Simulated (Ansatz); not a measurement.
AlN: enthalpy under pressure, worked through

Computed with Ansatz, DFT PBE, scalar-relativistic, plane waves, PAW. Settings: 420 eV cutoff, 10×10×10 k-mesh, Gaussian smearing of 0.02 eV, no spin polarisation.

The relaxed crystal:

```
Al N
1.0
     0.00000    2.20159    2.20159
     2.20159    0.00000    2.20159
     2.20159    2.20159    0.00000
Al N
1 1
Direct
  0.00000 0.00000 0.00000
  0.75000 0.75000 0.75000
```

Cell and atoms were relaxed at each target pressure within the start's symmetry (F-43m), at zero temperature; other phases can be more stable under pressure. H = E + PV with P the target; E is the free energy at the smearing used, whose derivative the pressure is, per atom and counted from zero pressure.

| P (GPa) | V (Å³/atom) | E − E0 (meV) | H − H0 (meV) |
| --- | --- | --- | --- |
| 0 | 10.671 | 0.0 | 0.0 |
| 2 | 10.560 | 0.8 | 132.6 |
| 5 | 10.408 | 4.1 | 328.9 |
| 10 | 10.175 | 15.0 | 650.1 |
| 20 | 9.776 | 52.0 | 1272.4 |
| 40 | 9.147 | 168.1 | 2451.6 |

Thermodynamics gives dH/dP = V along a relaxed path. Integrate V over P by the trapezoid rule and compare with the computed enthalpies.

With 1 eV/Å³ = 160.22 GPa, each step adds the mean volume times ΔP / 160.22:
| P (GPa) | ∫V dP (meV) | H − H0 (meV) | difference (meV) |
| --- | --- | --- | --- |
| 2 | 132.5 | 132.6 | -0.1 |
| 5 | 328.8 | 328.9 | -0.1 |
| 10 | 650.0 | 650.1 | -0.1 |
| 20 | 1272.6 | 1272.4 | 0.2 |
| 40 | 2453.7 | 2451.6 | 2.1 |

V(P) curves upward, so the trapezoid rule runs high; integrating a smooth curve through the same points puts that excess at about 2.4 meV at 40 GPa, against the 2.1 meV found.

At 40 GPa, how much of the enthalpy change is stored energy and how much is the PV term?

E rises by 168 meV/atom and PV is 40 × 9.147 / 160.22 = 2284 meV/atom, so PV makes 93 % of ΔH. So between rival structures at high pressure a small difference in volume can outweigh the difference in energy: 1 % of this volume is worth 22.8 meV/atom at this pressure.

What bulk modulus do the lowest pressures give?

From the pressures that the runs reached, -2.03 GPa (10.787 Å³) and 2.06 GPa (10.560 Å³), B = −ΔP/Δln V = 4.09 / 0.0212 = 193 GPa, a mean over that range.

The gap is 3.306 eV at -2.03 GPa and 3.318 eV at 2.06 GPa. What pressure coefficient and volume deformation potential follow?

dE_g/dP = 3.1 meV/GPa, and a_V = dE_g/d ln V = −B dE_g/dP = -0.59 eV. A gap that closes or barely moves under pressure is usual where the conduction edge lies away from the zone centre, has d character, or where the bands broaden faster than they shift. If the edges move to other points of the zone within the range, this is a mean of two slopes. Gaps are Kohn–Sham gaps over the whole zone.

This zinc-blende form isn't the usual stable structure of the compound.